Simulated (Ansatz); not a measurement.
A run of Ansatz 0.2.0:

File input.yaml:

```yaml
crystal:
  lattice:
    - [-1.72585, 1.72585, 5.84]
    - [1.72585, -1.72585, 5.84]
    - [1.72585, 1.72585, -5.84]
  atoms:
    - { symbol: Nb, position: [0.5, 0.0, 0.5] }
    - { symbol: Nb, position: [0.75, 0.75, 0.0] }
    - { symbol: As, position: [0.916, 0.416, 0.5] }
    - { symbol: As, position: [0.166, 0.166, 0.0] }
hamiltonian:
  xc: lda
  pseudopotentials: { kind: paw_fr }
magnetization:
  noncollinear: true
  spin_orbit: true
kpoints:
  mp_grid: { grid: [8, 8, 8] }
  band_path:
    path:
      - [[0.0, 0.0, 0.0], [-0.5, 0.5, 0.0], [-0.5, 0.5, -0.0436667032], [-0.2718333516, 0.2718333516, -0.2718333516], [0.0, 0.0, 0.0], [0.5, 0.5, -0.5], [0.2718333516, 0.7281666484, -0.7281666484], [0.0, 0.5, -0.5], [-0.25, 0.75, -0.25], [0.0436667032, 0.9563332968, -0.5], [0.5, 0.5, -0.5]]
      - [[-0.5, 0.5, 0.0], [-0.25, 0.75, -0.25]]
    npoints: 14
scf:
  occupations: { method: fermi_dirac, width: 0.05 }
  n_extra_bands: 10
output:
  forces: true
  stress: true
  eigenvalues: true
  fatbands: true
  write_density: true
  write_potential: true
  elf: true
  volumetric_format: npy
```

Potentials or basis: Ansatz PAW.

Launch:

```sh
$ ansatz run input.yaml --threads 2 --pin off --max-ram 5632MiB --backend cpu --events-out ev --progress --plain --runs-dir out
```

Hardware: 2 threads of AMD EPYC 9R45 96-Core Processor (Zen 5), with other jobs on the host.

Q: Estimate the wall time of this run.

A: Run time: 39 s on 2 threads of AMD EPYC 9R45 96-Core Processor (Zen 5) (shared host), peak memory 1.2 GiB. Counts: scf iterations 8, plane waves 1371, k points 59, bands 66.
